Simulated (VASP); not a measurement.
Crystal: ZnS.

```
CELL_PARAMETERS angstrom
0.00000 2.69368 2.69368
2.69368 0.00000 2.69368
2.69368 2.69368 0.00000
ATOMIC_POSITIONS crystal
Zn 0.00000 0.00000 0.00000
S 0.75000 0.75000 0.75000
```

The cell is a database's computed one.

| Item | Value |
| --- | --- |
| Program | VASP 6.6.1 |
| Task | relaxation of cell and atoms |
| Functional | PBE |
| Potentials or basis | VASP PAW PBE potentials, release 64 (Zn, S) |
| Cutoff | 600 eV |
| k mesh | 10 × 10 × 10 |
| Occupations | gaussian, width 0.02 eV |
| Spin | no spin polarisation |

At the start: pressure 2.5 GPa; volume 19.55 Å³/atom.

**Question.** How do energy, volume and symmetry change on relaxing?

**Answer.** Over 3 steps the energy falls by 4.9 meV/atom and the volume is 20.20 Å³/atom (+3.4 %); space group F-43m (No. 216, to 0.05 Å).

The path:
| step | energy change (eV) | largest force (eV/Å) | pressure (GPa) | volume (Å³) |
| --- | --- | --- | --- | --- |
| 1 | 0.0000 | 0.0000 | 2.49 | 39.09 |
| 2 | -0.0089 | 0.0000 | -0.70 | 40.83 |
| 3 | -0.0099 | 0.0000 | 0.00 | 40.40 |

Final structure:
```xyz
2
Lattice="0.0000 2.7235 2.7235 2.7235 0.0000 2.7235 2.7235 2.7235 0.0000" Properties=species:S:1:pos:R:3 pbc="T T T"
Zn    0.0000    0.0000    0.0000
S     4.0853    4.0853    4.0853
```
